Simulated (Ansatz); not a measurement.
This script drives Ansatz 0.2.0, Python API.

Script `md_bate.py`:
```python
import warnings

import ansatz as az
import numpy as np

TOLERANCE = 1e-08
OCCUPATIONS = 'Methfessel-Paxton'
WIDTH_EV = 0.02
MESH = (1, 1, 2)
FUNCTIONAL = 'PBEsol'
N_STEPS = 25
TEMPERATURE_K = 100

warnings.simplefilter('ignore', az.DeckWarning)

vectors = np.array([
    [4.262466, 0.0, 0.0],
    [0.0, 4.262466, 0.0],
    [0.0, 0.0, 4.262466],
])
bate = (
    az.Lattice.of(vectors)
    .atom('Ba', (0.0, 0.0, 0.0))
    .atom('Te', (0.5, 0.5, 0.5))
)

calculation = bate.supercell(2, 2, 1).calculation()
calculation = calculation.basis(41 * az.Ry).scf(tolerance=TOLERANCE)
calculation = calculation.pseudopotentials('paw').occupations(OCCUPATIONS, width=WIDTH_EV)
calculation = calculation.kpoints(mesh=MESH)
calculation = calculation.functional(FUNCTIONAL)
calculation = calculation.md('nvt_langevin', timestep=1.0 * az.fs, steps=N_STEPS, temperature=TEMPERATURE_K, friction=0.005, initial_velocities='maxwell_boltzmann', seed=248)
steps = []


def follow(event):
    if event['event'] != 'md_step':
        return
    row = event['data']
    steps.append(row)
    print(f't = {row["time_fs"]:6.1f} fs  E_pot = {row["lagrangian_ev"]:.4f} eV  E_kin = {row["e_kin_ev"]:.4f} eV  T = {row["temperature_k"]:7.1f} K')


outcome = calculation.session().plan(threads=1).execute(on_event=follow)
data = outcome.report

temperature = np.array([s['temperature_k'] for s in steps])
print(f'mean temperature of the second half {temperature[len(steps) // 2 :].mean():.1f} K')

track = np.array([s['positions_ang'] for s in steps])
names = np.array([site.symbol for site in outcome.lattice.sites])
for name in sorted(set(names)):
    msd = ((track[:, names == name] - track[0, names == name]) ** 2).sum(axis=2).mean(axis=1)
    print(f'mean square displacement of {name} (A^2):', np.round(msd[:: max(len(msd) // 6, 1)], 4))

print('last positions (A) and velocities (A/fs)')
for site, xyz, vel in zip(outcome.lattice.sites, steps[-1]['positions_ang'], steps[-1]['velocities_ang_fs']):
    print(f'{site.symbol:2s}', ' '.join(f'{v:8.4f}' for v in xyz), ' ', ' '.join(f'{v:9.5f}' for v in vel))

with open('trajectory.xyz', 'w') as handle:
    for s in steps[::5]:
        handle.write(f'{len(s["positions_ang"])}\nt = {s["time_fs"]} fs\n')
        for site, xyz in zip(outcome.lattice.sites, s['positions_ang']):
            handle.write('{} {:.4f} {:.4f} {:.4f}\n'.format(site.symbol, *xyz))
```

It is started by `python md_bate.py`. How long does it take on 1 thread of Arm Neoverse V2, on a shared host, and how much memory does it need?

It took about 59 s, with a peak of 0.71 GiB, for 1 run of the engine.

```console
$ python md_bate.py
t =    0.0 fs  E_pot = -51066.1777 eV  E_kin = 0.0905 eV  T =    87.5 K
t =    1.0 fs  E_pot = -51066.1777 eV  E_kin = 0.0907 eV  T =    87.7 K
t =    2.0 fs  E_pot = -51066.1777 eV  E_kin = 0.0928 eV  T =    89.7 K
t =    3.0 fs  E_pot = -51066.1777 eV  E_kin = 0.0907 eV  T =    87.8 K
t =    4.0 fs  E_pot = -51066.1776 eV  E_kin = 0.0871 eV  T =    84.2 K
t =    5.0 fs  E_pot = -51066.1776 eV  E_kin = 0.0899 eV  T =    87.0 K
t =    6.0 fs  E_pot = -51066.1775 eV  E_kin = 0.0927 eV  T =    89.7 K
t =    7.0 fs  E_pot = -51066.1775 eV  E_kin = 0.1005 eV  T =    97.2 K
t =    8.0 fs  E_pot = -51066.1774 eV  E_kin = 0.1001 eV  T =    96.8 K
t =    9.0 fs  E_pot = -51066.1773 eV  E_kin = 0.0981 eV  T =    94.8 K
t =   10.0 fs  E_pot = -51066.1772 eV  E_kin = 0.0985 eV  T =    95.2 K
t =   11.0 fs  E_pot = -51066.1771 eV  E_kin = 0.1040 eV  T =   100.6 K
t =   12.0 fs  E_pot = -51066.1771 eV  E_kin = 0.1017 eV  T =    98.4 K
t =   13.0 fs  E_pot = -51066.1770 eV  E_kin = 0.1012 eV  T =    97.9 K
t =   14.0 fs  E_pot = -51066.1769 eV  E_kin = 0.0954 eV  T =    92.3 K
t =   15.0 fs  E_pot = -51066.1768 eV  E_kin = 0.0881 eV  T =    85.2 K
t =   16.0 fs  E_pot = -51066.1767 eV  E_kin = 0.0918 eV  T =    88.8 K
t =   17.0 fs  E_pot = -51066.1766 eV  E_kin = 0.0944 eV  T =    91.3 K
t =   18.0 fs  E_pot = -51066.1765 eV  E_kin = 0.0903 eV  T =    87.3 K
t =   19.0 fs  E_pot = -51066.1764 eV  E_kin = 0.0898 eV  T =    86.8 K
t =   20.0 fs  E_pot = -51066.1763 eV  E_kin = 0.0953 eV  T =    92.2 K
t =   21.0 fs  E_pot = -51066.1762 eV  E_kin = 0.0897 eV  T =    86.7 K
t =   22.0 fs  E_pot = -51066.1761 eV  E_kin = 0.0869 eV  T =    84.1 K
t =   23.0 fs  E_pot = -51066.1760 eV  E_kin = 0.0889 eV  T =    85.9 K
t =   24.0 fs  E_pot = -51066.1759 eV  E_kin = 0.0883 eV  T =    85.4 K
t =   25.0 fs  E_pot = -51066.1759 eV  E_kin = 0.0958 eV  T =    92.6 K
mean temperature of the second half 89.0 K
mean square displacement of Ba (A^2): [0.     0.     0.0001 0.0002 0.0003 0.0005 0.0007]
mean square displacement of Te (A^2): [0.     0.     0.0001 0.0003 0.0006 0.0009 0.0012]
last positions (A) and velocities (A/fs)
Ba  -0.0032   0.0459  -0.0008    -0.00027   0.00178  -0.00018
Te   2.1610   2.1088   2.1460     0.00137  -0.00101   0.00032
Ba  -0.0062   4.2508  -0.0007    -0.00037  -0.00019  -0.00004
Te   2.1054   6.3927   2.1363    -0.00077  -0.00023   0.00046
Ba   4.2833   0.0012  -0.0054     0.00091   0.00022  -0.00021
Te   6.3769   2.1598   2.1440    -0.00051   0.00135   0.00074
Ba   4.2497   4.2522   0.0048    -0.00040   0.00010  -0.00004
Te   6.3786   6.3599   2.1127    -0.00106  -0.00116  -0.00080
```

File `trajectory.xyz` afterwards:
```text
8
t = 0.0 fs
Ba 0.0000 0.0000 0.0000
Te 2.1312 2.1312 2.1312
Ba 0.0000 4.2625 0.0000
Te 2.1312 6.3937 2.1312
Ba 4.2625 0.0000 0.0000
Te 6.3937 2.1312 2.1312
Ba 4.2625 4.2625 0.0000
Te 6.3937 6.3937 2.1312
8
t = 5.0 fs
Ba -0.0000 0.0085 0.0001
Te 2.1373 2.1264 2.1342
Ba -0.0003 4.2599 -0.0001
Te 2.1262 6.3939 2.1320
Ba 4.2663 0.0008 -0.0009
Te 6.3902 2.1376 2.1326
Ba 4.2605 4.2591 0.0010
Te 6.3921 6.3865 2.1278
8
t = 10.0 fs
Ba -0.0003 0.0179 0.0007
Te 2.1430 2.1219 2.1374
Ba -0.0013 4.2567 0.0003
Te 2.1202 6.3943 2.1321
Ba 4.2700 0.0012 -0.0015
Te 6.3864 2.1429 2.1347
Ba 4.2585 4.2564 0.0023
Te 6.3890 6.3789 2.1236
8
t = 15.0 fs
Ba -0.0008 0.0276 0.0005
Te 2.1485 2.1172 2.1408
Ba -0.0027 4.2544 -0.0001
Te 2.1140 6.3938 2.1330
Ba 4.2740 0.0010 -0.0029
Te 6.3834 2.1486 2.1368
Ba 4.2559 4.2540 0.0039
Te 6.3859 6.3717 2.1197
8
t = 20.0 fs
Ba -0.0017 0.0369 0.0002
Te 2.1546 2.1130 2.1440
Ba -0.0044 4.2524 -0.0004
Te 2.1091 6.3930 2.1342
Ba 4.2787 0.0008 -0.0041
Te 6.3800 2.1538 2.1401
Ba 4.2525 4.2523 0.0046
Te 6.3826 6.3656 2.1162
8
t = 25.0 fs
Ba -0.0032 0.0459 -0.0008
Te 2.1610 2.1088 2.1460
Ba -0.0062 4.2508 -0.0007
Te 2.1054 6.3927 2.1363
Ba 4.2833 0.0012 -0.0054
Te 6.3769 2.1598 2.1440
Ba 4.2497 4.2522 0.0048
Te 6.3786 6.3599 2.1127
```

Absolute energies stand on the zero of these potentials, so only differences at equal settings mean something. A total without «per atom» is that of the cell as typed. The k-point mesh is coarse, and energy and stress weren't tested for convergence. This cell is a computed structure, which may not be the phase found in nature. A small cell, a coarse mesh and a very short run: it shows the set-up and gives no equilibrium averages.

(Lines on the test bed's own set-up are left out of the output.)
